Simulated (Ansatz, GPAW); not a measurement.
This is a calculation of Fe for Ansatz 0.2.0. 

The input input.yaml:

```yaml
crystal:
  lattice:
    - [-1.443, 1.443, 1.443]
    - [1.443, -1.443, 1.443]
    - [1.443, 1.443, -1.443]
  atoms:
    - { symbol: Fe, position: [0.0, 0.0, 0.0], spin: 3.0 }
hamiltonian:
  xc: rpbe
  pseudopotentials: { kind: paw }
magnetization:
  spin_polarized: true
kpoints:
  mp_grid: { grid: [13, 13, 13] }
scf:
  occupations: { method: gaussian, width: 0.1 }
output:
  forces: true
  stress: true
  eigenvalues: true
```

Potentials or basis: Ansatz PAW.

The run is started by

```sh
$ ansatz run input.yaml --threads 2 --pin off --max-ram 5632MiB --backend cpu --events-out ev --progress --plain --runs-dir out
```

**Question.** What does the same run look like in GPAW 26.7.0 (ASE script)? Potentials or basis there: the program's PAW data sets (release 1.2.1) made for this functional, cutoff 600 eV.

**Answer.** As run (cutoffs and basis follow the program's own potentials, and thresholds, step limits or extra output files can differ):

run.py

```python
from ase.dft.bandgap import bandgap
from ase.io import read, write
from ase.units import GPa
from gpaw import GPAW, PW

atoms = read('POSCAR')
atoms.set_initial_magnetic_moments([3.0])

calc = GPAW(mode=PW(600),
            xc='RPBE',
            kpts={'size': (13, 13, 13), 'gamma': True},
            occupations={'name': 'methfessel-paxton', 'order': 0, 'width': 0.1},
            nbands=12,
            convergence={'density': 1e-05, 'energy': 1e-05},
            maxiter=150,
            txt='gpaw.txt')
atoms.calc = calc
energy = atoms.get_potential_energy()
forces = atoms.get_forces()
stress = atoms.get_stress()
calc.write('gs.gpw')
write('result.traj', atoms)
print(f'Energy: {energy:.6f} eV')
print('Forces (eV/A):')
print(forces.round(4))
print('Stress (GPa):', (stress / GPa).round(3))
print('Moments:', calc.get_magnetic_moments().round(3))
print('Fermi level:', round(calc.get_fermi_level(), 4), 'eV')
print(f'Gap: {bandgap(calc)[0]:.4f} eV, direct: {bandgap(calc, direct=True)[0]:.4f} eV')
```

The input POSCAR:

```
Fe
1.0
   -1.4430000000      1.4430000000      1.4430000000
    1.4430000000     -1.4430000000      1.4430000000
    1.4430000000      1.4430000000     -1.4430000000
Fe
1
Direct
    0.0000000000      0.0000000000      0.0000000000
```

Potentials or basis: the program's PAW data sets (release 1.2.1) made for this functional, pw.

Launch:

```sh
$ OMP_NUM_THREADS=1 python run.py
```

Both were run:

|  | Ansatz | GPAW |
| --- | --- | --- |
| Pressure | -3.3 GPa | -1.3 GPa |
| Net moment | 2.30 μB per cell | 2.30 μB per cell |

Ansatz's pressure holds a Pulay term of +0.11 GPa for its cutoff of 420 eV, which the other run lacks.

The potentials hold 16 and 8 valence electrons a cell.

Ansatz's potentials were made for PBE.

Where Ansatz's input types no cutoff or centring, it takes its own default and a Γ-centred mesh.

The magnetic state is the one that the start led to; the real crystal's order can differ.

Pressure is positive in compression.
